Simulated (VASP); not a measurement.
Input of a VASP 6.6.1 run:

File INCAR:

```
SYSTEM = CuI
PREC = Accurate
ENCUT = 600
EDIFF = 1E-6
ISMEAR = 0
SIGMA = 0.03
LREAL = .False.
LASPH = .True.
NELM = 80
ALGO = Normal
ISIF = 3
LWAVE = .False.
LCHARG = .False.
METAGGA = R2SCAN
LMIXTAU = .True.
IBRION = 2
NSW = 90
EDIFFG = -0.01
PSTRESS = 6.3
```

File KPOINTS:

```
regular mesh
0
Gamma
  8 8 8
  0 0 0
```

Contents of POSCAR:

```
CuI
1.0
    0.0000000000      3.0315000000      3.0315000000
    3.0315000000      0.0000000000      3.0315000000
    3.0315000000      3.0315000000      0.0000000000
Cu I
1 1
Direct
    0.2500000000      0.2500000000      0.2500000000
    0.0000000000      0.0000000000      0.0000000000
```

Potentials or basis: VASP PAW PBE potentials, release 64 (Cu, I).

Launch:

```sh
$ cat potpaw_PBE.64/Cu/POTCAR potpaw_PBE.64/I/POTCAR > POTCAR
$ mpirun -np 1 vasp_std > vasp.out
```

**Question.** Predict the relaxed cell.

**Answer.** a = 4.235 Å, b = 4.235 Å, c = 4.235 Å, α = 60.00°, β = 60.00°, γ = 60.00°.

**Question.** Predict the relaxed volume.

**Answer.** 26.85 Å³/atom.

**Question.** Estimate the band gap on the k mesh.

**Answer.** 1.73 eV, direct.

Final structure:
```
Cu I
1.0
     0.00000    2.99429    2.99429
     2.99429    0.00000    2.99429
     2.99429    2.99429    0.00000
Cu I
1 1
Direct
  0.25000 0.25000 0.25000
  0.00000 0.00000 0.00000
```

Caveat: the cell is relaxed towards a set pressure, so the enthalpy falls and the energy may rise; the PAW data sets were made with another functional, which shifts forces and pressure a little; spin-orbit coupling is left out, which moves the levels of the heavy elements. r2SCAN opens gaps a little over a GGA but as a rule still falls short of measured ones.
